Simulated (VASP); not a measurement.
# WC (Qusongite) (P-6m2) in VASP: further runs, part 2 of 2

VASP 6.6.1.

### 4 Band structure, SCAN, spin-orbit coupling, no magnetisation

INCAR

```
SYSTEM = WC
ALGO = Normal ; EDIFF = 1E-6
ENCUT = 520 ; GGA_COMPAT = .False.
ISIF = 2 ; ISMEAR = -1
LASPH = .True. ; LCHARG = .False.
LMAXMIX = 4 ; LMIXTAU = .True.
LNONCOLLINEAR = .True. ; LORBIT = 11
LREAL = .False. ; LSORBIT = .True.
LWAVE = .False. ; MAGMOM = 0 0 0 0 0 0
METAGGA = SCAN ; NELM = 60
PREC = Accurate ; SIGMA = 0.05
```

KPOINTS

```
k-points
0
Gamma
  7 7 7
  0 0 0
```

POSCAR

```
WC
1.0
    2.9065000000      0.0000000000      0.0000000000
   -1.4532500000      2.5171028361      0.0000000000
    0.0000000000      0.0000000000      2.8366000000
W C
1 1
Direct
    0.0000000000      0.0000000000      0.0000000000
    0.6666666667      0.3333333333      0.5000000000
```

KPOINTS_OPT

```
path GMKGALHA,LM,KH
20
line-mode
reciprocal
 0.0000000000  0.0000000000  0.0000000000  G
 0.5000000000  0.0000000000  0.0000000000  M

 0.5000000000  0.0000000000  0.0000000000  M
 0.3333333333  0.3333333333  0.0000000000  K

 0.3333333333  0.3333333333  0.0000000000  K
 0.0000000000  0.0000000000  0.0000000000  G

 0.0000000000  0.0000000000  0.0000000000  G
 0.0000000000  0.0000000000  0.5000000000  A

 0.0000000000  0.0000000000  0.5000000000  A
 0.5000000000  0.0000000000  0.5000000000  L

 0.5000000000  0.0000000000  0.5000000000  L
 0.3333333333  0.3333333333  0.5000000000  H

 0.3333333333  0.3333333333  0.5000000000  H
 0.0000000000  0.0000000000  0.5000000000  A

 0.5000000000  0.0000000000  0.5000000000  L
 0.5000000000  0.0000000000  0.0000000000  M

 0.3333333333  0.3333333333  0.0000000000  K
 0.3333333333  0.3333333333  0.5000000000  H
```

Potentials or basis: VASP PAW PBE potentials, release 64 (W_sv, C).

Launch:

```sh
$ cat potpaw_PBE.64/W_sv/POTCAR potpaw_PBE.64/C/POTCAR > POTCAR
$ mpirun -np 1 vasp_ncl > vasp.out
```

OUTCAR:

```text
SYSTEM = WC
   EDIFF = 1E-6
   ENCUT = 520
   ISIF = 2
   ISMEAR = -1
   LASPH = .True.
   LNONCOLLINEAR = .True.
   LORBIT = 11
   LREAL = .False.
   LSORBIT = .True.
   METAGGA = SCAN
   NELM = 60
   PREC = Accurate

 ion  position               nearest neighbor table
   1  0.000  0.000  0.000-   2 2.20   2 2.20   2 2.20   2 2.20   2 2.20   2 2.20
   2  0.667  0.333  0.500-   1 2.20   1 2.20   1 2.20   1 2.20   1 2.20   1 2.20

  LATTYP: Found a hexagonal cell.
 ALAT       =     2.9065000000
 C/A-ratio  =     0.9759504559

  Lattice vectors:

 A1 = (   2.9065000000,   0.0000000000,   0.0000000000)
 A2 = (  -1.4532500000,   2.5171028361,   0.0000000000)
 A3 = (   0.0000000000,   0.0000000000,   2.8366000000)

Analysis of symmetry for initial positions (statically):
=====================================================================
 Subroutine PRICEL returns:
 Original cell was already a primitive cell.

 Routine SETGRP: Setting up the symmetry group for a
 hexagonal supercell.

 Subroutine GETGRP returns: Found 12 space group operations
 (whereof 12 operations were pure point group operations)
 out of a pool of 24 trial point group operations.

The static configuration has the point symmetry D_3h.

Analysis of symmetry for dynamics (positions and initial velocities):
=====================================================================
 Subroutine PRICEL returns:
 Original cell was already a primitive cell.

 Routine SETGRP: Setting up the symmetry group for a
 hexagonal supercell.

 Subroutine GETGRP returns: Found 12 space group operations
 (whereof 12 operations were pure point group operations)
 out of a pool of 24 trial point group operations.

The dynamic configuration has the point symmetry D_3h.

Analysis of structural, dynamic, and magnetic symmetry:
=====================================================================
 Subroutine PRICEL returns:
 Original cell was already a primitive cell.

[... 889 lines left out ...]
 -----------------------------------------------------------------------------------
    total drift:                                0.000000     -0.000000     -0.000000

  FREE ENERGIE OF THE ION-ELECTRON SYSTEM (eV)
  ---------------------------------------------------
  free  energy   TOTEN  =       -80.6558065260 eV

  energy  without entropy=      -80.6520580251  energy(sigma->0) =      -80.65393228

 Spin-Orbit-Coupling matrix elements

 Ion:    1  E_soc:     -1.4583432
 l=   1
     0.0000000    -0.2138656    -0.2185772
    -0.2138656     0.0000000    -0.2138656
    -0.2185772    -0.2138656     0.0000000
 l=   2
     0.0000000    -0.0054137     0.0000000    -0.0054137    -0.0261293
    -0.0054137     0.0000000    -0.0153259    -0.0044271    -0.0054137
     0.0000000    -0.0153259     0.0000000    -0.0153259     0.0000000
    -0.0054137    -0.0044271    -0.0153259     0.0000000    -0.0054137
    -0.0261293    -0.0054137     0.0000000    -0.0054137     0.0000000
 l=   3
     0.0000000     0.0000000     0.0000000     0.0000000     0.0000000     0.0000000     0.0000000
     0.0000000     0.0000000     0.0000000     0.0000000     0.0000000     0.0000000     0.0000000
     0.0000000     0.0000000     0.0000000     0.0000000     0.0000000     0.0000000     0.0000000
     0.0000000     0.0000000     0.0000000     0.0000000     0.0000000     0.0000000     0.0000000
     0.0000000     0.0000000     0.0000000     0.0000000     0.0000000     0.0000000     0.0000000
     0.0000000     0.0000000     0.0000000     0.0000000     0.0000000     0.0000000     0.0000000
     0.0000000     0.0000000     0.0000000     0.0000000     0.0000000     0.0000000     0.0000000

 Ion:    2  E_soc:     -0.0002706
 l=   1
     0.0000000    -0.0000470    -0.0000412
    -0.0000470     0.0000000    -0.0000470
    -0.0000412    -0.0000470     0.0000000
 l=   2
     0.0000000     0.0000000     0.0000000     0.0000000     0.0000000
     0.0000000     0.0000000     0.0000000     0.0000000     0.0000000
     0.0000000     0.0000000     0.0000000     0.0000000     0.0000000
     0.0000000     0.0000000     0.0000000     0.0000000     0.0000000
     0.0000000     0.0000000     0.0000000     0.0000000     0.0000000
 l=   3
     0.0000000     0.0000000     0.0000000     0.0000000     0.0000000     0.0000000     0.0000000
     0.0000000     0.0000000     0.0000000     0.0000000     0.0000000     0.0000000     0.0000000
     0.0000000     0.0000000     0.0000000     0.0000000     0.0000000     0.0000000     0.0000000
     0.0000000     0.0000000     0.0000000     0.0000000     0.0000000     0.0000000     0.0000000
     0.0000000     0.0000000     0.0000000     0.0000000     0.0000000     0.0000000     0.0000000
     0.0000000     0.0000000     0.0000000     0.0000000     0.0000000     0.0000000     0.0000000
     0.0000000     0.0000000     0.0000000     0.0000000     0.0000000     0.0000000     0.0000000

 total charge

# of ion       s       p       d       tot
------------------------------------------
    1        2.363   6.439   3.396  12.198
    2        0.872   1.561   0.000   2.434
--------------------------------------------------
tot          3.235   8.000   3.396  14.632

 magnetization (x)

# of ion       s       p       d       tot
------------------------------------------
    1        0.000   0.000   0.000   0.000
    2        0.000  -0.000   0.000  -0.000
--------------------------------------------------
tot          0.000  -0.000   0.000  -0.000

 magnetization (y)

# of ion       s       p       d       tot
------------------------------------------
    1       -0.000  -0.000   0.000  -0.000
    2        0.000   0.000   0.000   0.000
--------------------------------------------------
tot         -0.000  -0.000   0.000   0.000

 magnetization (z)

# of ion       s       p       d       tot
------------------------------------------
    1        0.000  -0.000   0.000   0.000
    2       -0.000  -0.000   0.000  -0.000
--------------------------------------------------
tot         -0.000  -0.000   0.000   0.000
```

OSZICAR:

```text
N       E                     dE             d eps       ncg     rms          rms(c)
DAV:   1     0.111409455299E+03    0.11141E+03   -0.99332E+03  2504   0.160E+03
DAV:   2    -0.790120868993E+02   -0.19042E+03   -0.18502E+03  2762   0.472E+02
DAV:   3    -0.878348857970E+02   -0.88228E+01   -0.86745E+01  2980   0.974E+01
[... 43 lines left out ...]
DAV:   8    -0.116585093323E+05   -0.95479E-06     2004
       N       E                     dE             ncg
DAV:   1     0.627197878904E+04   -0.30502E+05     1872
DAV:   2    -0.476801737118E+03   -0.67488E+04     2068
DAV:   3    -0.776635471028E+03   -0.29983E+03     2324
DAV:   4    -0.780648379035E+03   -0.40129E+01     2070
DAV:   5    -0.780689893781E+03   -0.41515E-01     2162
DAV:   6    -0.780690644308E+03   -0.75053E-03     2060
DAV:   7    -0.780690665190E+03   -0.20882E-04     2084
DAV:   8    -0.780690665831E+03   -0.64137E-06     1460
```

stdout:

```text
POSCAR found type information on POSCAR W C
 POSCAR found :  2 types and       2 ions
 scaLAPACK will be used
 -----------------------------------------------------------------------------
|                                                                             |
|                                                                             |
|     You enforced a specific xc type in the INCAR file but a different       |
|     I HOPE YOU KNOW WHAT YOU ARE DOING!                                     |
|                                                                             |
 -----------------------------------------------------------------------------

 LDA part: xc-table for (None), standard interpolation
 POSCAR, INCAR and KPOINTS ok, starting setup
 FFT: planning ... GRIDC
 FFT: planning ... GRID_SOFT
 FFT: planning ... GRID
 WAVECAR not read
 entering main loop
 Start KPOINTS_OPT (optional k-point list driver)
k-point batch [1-48\180]
k-point batch [49-96\180]
k-point batch [97-144\180]
k-point batch [145-180\180]
```

Run time: 28 min. Hardware: 1 thread of AMD EPYC 7R43 (Zen 3), shared host; peak memory 0.24 GiB.

What came out:

```
Free energy                                           : -80.6558 eV
Pressure                                              : -0.8 GPa
Valence electrons inside the program's atomic spheres : W 12.20; C 2.43
```

Caveat: the PAW data sets were made with another functional, which shifts forces and pressure a little.

### 5 Band structure, rSCAN

INCAR

```
SYSTEM = WC
PREC = Accurate
ENCUT = 520
EDIFF = 1E-6
ISMEAR = -1
SIGMA = 0.05
LREAL = .False.
LASPH = .True.
NELM = 80
ALGO = Normal
ISIF = 2
LWAVE = .False.
LCHARG = .False.
LMAXMIX = 4
METAGGA = RSCAN
LMIXTAU = .True.
```

KPOINTS

```
regular mesh
0
Gamma
  10 10 9
  0 0 0
```

POSCAR is that of step 4.

KPOINTS_OPT, as its differences from that of step 4:

```diff
@@ -1,3 +1,3 @@
 path GMKGALHA,LM,KH
-20
+15
 line-mode
```

Launch:

```sh
$ cat potpaw_PBE.64/W_sv/POTCAR potpaw_PBE.64/C/POTCAR > POTCAR
$ mpirun -np 1 vasp_std > vasp.out
```

Wall time 5.2 min (1 thread of AMD EPYC 7R43 (Zen 3), shared host); peak memory 0.13 GiB.

Results (log left out):

| Item | Value |
| --- | --- |
| Free energy | -98.7267 eV |
| Pressure | 2.0 GPa |
| Band gap along the path | none (metal or under the smearing width) |

Stress tensor (GPa, compression positive):
```
2.55 0.00 0.00
0.00 2.55 0.00
0.00 0.00 0.99
```

Levels at the corners of the path, in eV from the Fermi level:
| point | band 7 | band 8 | band 9 | band 10 | band 11 | band 12 |
| --- | --- | --- | --- | --- | --- | --- |
| Γ | -3.50 | -3.50 | 0.05 | 3.38 | 3.38 | 5.91 |
| M | -3.79 | -3.71 | -0.55 | 2.46 | 4.69 | 5.07 |
| M | -3.79 | -3.71 | -0.55 | 2.46 | 4.69 | 5.07 |
| K | -4.76 | -3.63 | 0.70 | 0.97 | 2.15 | 3.37 |
| K | -4.76 | -3.63 | 0.70 | 0.97 | 2.15 | 3.37 |
| Γ | -3.50 | -3.50 | 0.05 | 3.38 | 3.38 | 5.91 |
| Γ | -3.50 | -3.50 | 0.05 | 3.38 | 3.38 | 5.91 |
| A | -2.12 | -2.12 | -0.59 | -0.59 | 3.77 | 4.78 |
| A | -2.12 | -2.12 | -0.59 | -0.59 | 3.77 | 4.78 |
| L | -4.51 | -4.42 | 0.20 | 4.57 | 5.43 | 6.93 |
| L | -4.51 | -4.42 | 0.20 | 4.57 | 5.43 | 6.93 |
| H | -5.67 | -1.77 | -0.75 | 4.53 | 6.62 | 7.87 |
| H | -5.67 | -1.77 | -0.75 | 4.53 | 6.62 | 7.87 |
| A | -2.12 | -2.12 | -0.59 | -0.59 | 3.77 | 4.78 |
| L | -4.51 | -4.42 | 0.20 | 4.57 | 5.43 | 6.93 |
| M | -3.79 | -3.71 | -0.55 | 2.46 | 4.69 | 5.07 |
| K | -4.76 | -3.63 | 0.70 | 0.97 | 2.15 | 3.37 |
| H | -5.67 | -1.77 | -0.75 | 4.53 | 6.62 | 7.87 |

Caveat: the PAW data sets were made with another functional, which shifts forces and pressure a little; spin-orbit coupling is left out, which moves the levels of the heavy elements.

### 6 Band structure, vdW-DF2, non-collinear spin, ferromagnetic start, spin-orbit coupling

run.py

```python
from ase.calculators.vasp import Vasp
from ase.dft.bandgap import bandgap
from ase.io import read

atoms = read('WC.cif', primitive_cell=True, subtrans_included=False)
atoms.set_initial_magnetic_moments([[0.354, 0.354, 0.0], [0.0, 0.0, 0.0]])
calc = Vasp(
    directory='calc',
    xc='vdw-df2',
    pp='PBE',
    setups={'base': 'minimal', 'W': '_sv'},
    prec='Accurate',
    encut=520,
    ediff=1e-07,
    ismear=0,
    sigma=0.05,
    lreal=False,
    lasph=True,
    nelm=100,
    algo='Normal',
    isif=2,
    lwave=False,
    lcharg=True,
    lorbit=11,
    lsorbit=True,
    gga_compat=False,
    lorbmom=True,
    lmaxmix=4,
    kpts=[9, 9, 9],
    gamma=True,
    nbands=30,
    nelect=17.0,
)
atoms.calc = calc

print('energy (eV):', atoms.get_potential_energy())
print('free energy (eV):', atoms.get_potential_energy(force_consistent=True))
efermi = calc.get_fermi_level()
print('Fermi level (eV):', efermi)
path = atoms.cell.bandpath(npoints=40, eps=1e-4)
print('path:', path.path)
calc.set(kpts=path.kpts, reciprocal=True, icharg=11, isym=0, lcharg=False)
calc.calculate(atoms)
print('gap on the path (eV):', bandgap(calc, efermi=efermi)[0])
print('direct gap on the path (eV):', bandgap(calc, efermi=efermi, direct=True)[0])
```

WC.cif

```cif
data_WC
_cell_length_a 2.90650000
_cell_length_b 2.90650000
_cell_length_c 2.83660000
_cell_angle_alpha 90.00000000
_cell_angle_beta 90.00000000
_cell_angle_gamma 120.00000000
_space_group_name_H-M_alt 'P-6m2'
_space_group_name_Hall 'P -6 2'
_space_group_IT_number 187
loop_
_space_group_symop_operation_xyz
'x,y,z'
'-x+y,-x,-z'
'-y,x-y,z'
'x,y,-z'
'-x+y,-x,z'
'-y,x-y,-z'
'-y,-x,-z'
'x,x-y,z'
'-x+y,y,-z'
'-y,-x,z'
'x,x-y,-z'
'-x+y,y,z'
loop_
_atom_site_label
_atom_site_type_symbol
_atom_site_symmetry_multiplicity
_atom_site_Wyckoff_symbol
_atom_site_fract_x
_atom_site_fract_y
_atom_site_fract_z
_atom_site_occupancy
W1 W 1 a 0.0000000000 0.0000000000 0.0000000000 1
C1 C 1 f 0.6666666667 0.3333333333 0.5000000000 1
```

Potentials or basis: VASP PAW PBE potentials, release 64 (W_sv, C).

Launch:

```sh
$ python run.py
```

Run time: 24 min. Hardware: 1 thread of AMD EPYC 7R43 (Zen 3), shared host; peak memory 0.32 GiB.

These settings aren't checked as converged (typed here: k = 9 × 9 × 9; NELECT = 17.000000): the numbers below hold their error.

Results:

```
Net moment : 0.00 μB per cell
```

Caveat: the cell is charged against a uniform background, so pressure and absolute levels hang on convention; the log is that of the step along the path at fixed density, whose energy, stress, charges and moments have no meaning; the PAW data sets were made with another functional, which shifts forces and pressure a little.

### 7 The reference run

An earlier run on the cell as given: functional PBEsol; potentials or basis VASP PAW PBE potentials, release 64 (W_sv, C); cutoff 520 eV; k mesh 10 × 10 × 9; occupations fermi-dirac, width 0.05 eV; no spin polarisation.

* Pressure: -2.3 GPa
* Band gap on the k mesh: none (metal or under the smearing width)

### 8 The runs side by side

```tsv
task	level	spin	k mesh	ladder	pressure (GPa)
band structure	r2SCAN	SOC, no magnetisation	7 × 7 × 7	-	4.4
band structure	SCAN	off	10 × 10 × 9	-	-1.8
band structure	SCAN	SOC, no magnetisation	7 × 7 × 7	-	-0.8
band structure	rSCAN	off	10 × 10 × 9	-	2.0
single point	PBEsol	off	10 × 10 × 9	free	-2.3
```

Alike in all rows: potentials or basis VASP PAW PBE potentials, release 64 (W_sv, C); cell as given; cutoff (eV) 520; smearing fermi-dirac 0.05 eV.

The pressure there spans -2.3 GPa (PBEsol) to 4.4 GPa (r2SCAN); a positive pressure means that this level wants a larger cell, a negative one a smaller.

Caveats: the PAW data sets were made with another functional, which shifts forces and pressure a little; spin-orbit coupling is left out, which moves the levels of the heavy elements (some runs).

Total energies depend on the potentials used, so only differences within one code and one set of settings carry meaning.
